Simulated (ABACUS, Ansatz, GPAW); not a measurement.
Cu: equilibrium volume by level of theory

**What was measured.** The equilibrium volume of Cu (Copper) (Fm-3m) is reported as 11.81 Å³/atom at 298 K (a printed reference work). The runs below try to reproduce it.

```
Cu
1.0
     0.00000    1.80750    1.80750
     1.80750    0.00000    1.80750
     1.80750    1.80750    0.00000
Cu
1
Direct
  0.00000 0.00000 0.00000
```

```tsv
rung	level	program and potentials	cutoff (eV)	k mesh	smearing	task	core time	chip	equilibrium volume (Å³/atom)	miss	notes
GGA + dispersion	BLYP+D4	Ansatz, all-electron LAPW, scalar-relativistic	-	13 × 13 × 13	fermi-dirac 0.05	relaxation of cell and atoms	15 s	Intel Xeon Platinum 8488C Sapphire Rapids	11.43	-3.2 %	-
GGA	PBEsol	Ansatz, all-electron LAPW, scalar-relativistic	-	13 × 13 × 13	fermi-dirac 0.05	relaxation of cell and atoms	15 s	Arm Neoverse V2	11.31	-4.2 %	-
GGA	BLYP	Ansatz, all-electron LAPW, scalar-relativistic	-	13 × 13 × 13	fermi-dirac 0.05	relaxation of cell and atoms	16 s	Arm Neoverse V2	12.66	+7.2 %	-
GGA + dispersion	PBE+D3(BJ)	Ansatz, all-electron LAPW, scalar-relativistic	-	13 × 13 × 13	fermi-dirac 0.05	relaxation of cell and atoms	18 s	Arm Neoverse V2	11.30	-4.3 %	-
GGA	revPBE	Ansatz, all-electron LAPW, scalar-relativistic	-	13 × 13 × 13	fermi-dirac 0.05	relaxation of cell and atoms	18 s	Arm Neoverse V2	12.25	+3.7 %	-
GGA + dispersion	PBEsol+D3(BJ)	Ansatz, all-electron LAPW, scalar-relativistic	-	13 × 13 × 13	fermi-dirac 0.05	relaxation of cell and atoms	20 s	Arm Neoverse V2	10.81	-8.5 %	-
GGA + dispersion	PBEsol+D4	Ansatz, all-electron LAPW, scalar-relativistic	-	13 × 13 × 13	fermi-dirac 0.05	relaxation of cell and atoms	25 s	Intel Xeon Platinum 8175M Skylake/Cascade Lake	11.03	-6.6 %	-
GGA	OLYP	ABACUS, SG15 ONCV 1.2 PBE, plane waves	1252	10 × 10 × 10	fermi-dirac 0.05	relaxation of cell and atoms	50 s	AMD EPYC 9R14 Zen 4	12.36	+4.7 %	potentials made for PBE
GGA	WC	GPAW, PAW data sets generated for this functional	600	13 × 13 × 13	fermi-dirac 0.05	equation of state	54 s	Arm Neoverse V2	11.52	-2.5 %	far from this level's other runs, cause not traced
GGA	PBEsol	GPAW, PAW data sets generated for this functional	600	13 × 13 × 13	fermi-dirac 0.05	equation of state	57 s	AMD EPYC 7B13 Zen 3	11.46	-3.0 %	-
GGA	OLYP	GPAW, PAW data sets generated for this functional	600	13 × 13 × 13	fermi-dirac 0.05	equation of state	61 s	Arm Neoverse V1	12.33	+4.4 %	-
GGA + dispersion	BLYP+D4	GPAW, PAW data sets generated for this functional	600	13 × 13 × 13	fermi-dirac 0.05	equation of state	73 s	Arm Neoverse V1	11.48	-2.8 %	-
GGA	PW91	ABACUS, PseudoDojo NC SR 0.4.1 PBE standard, plane waves	1252	10 × 10 × 10	fermi-dirac 0.05	equation of state	2.3 min	Intel Xeon Platinum 8375C Ice Lake	11.91	+0.8 %	potentials made for PBE; fit through 4 volumes
GGA	rPW86PBE	ABACUS, SPMS ONCV 1.0 PBE, plane waves	1252	10 × 10 × 10	fermi-dirac 0.05	relaxation of cell and atoms	2.7 min	Intel Xeon Platinum 8259CL Skylake/Cascade Lake	12.45	+5.4 %	potentials made for PBE
```

Times are single runs on shared hosts and different chips, so they are rough; meshes, cutoffs and the tasks' sizes weigh on the time. All rows: no spin polarisation. Smearing widths are in eV. For a metal such meshes aren't converged. Meshes differ between rows, which moves values too. Meshes are those of the run's cell of 1 atom unless a note names another. Relaxations start from the cell shown or near it and stop with a little pressure left. Misses use the values as printed. Runs on faulty files, with rough fits or with known faults for this quantity aren't shown. No row holds spin-orbit coupling.

By rung: GGA + dispersion 10.81 to 11.48; GGA 11.31 to 12.66 (Å³/atom). Measured: 11.81 Å³/atom at 298 K (a printed reference work). Closest is PW91 (+0.8 %). The runs are for a static lattice, while measurements hold temperature and zero-point motion.
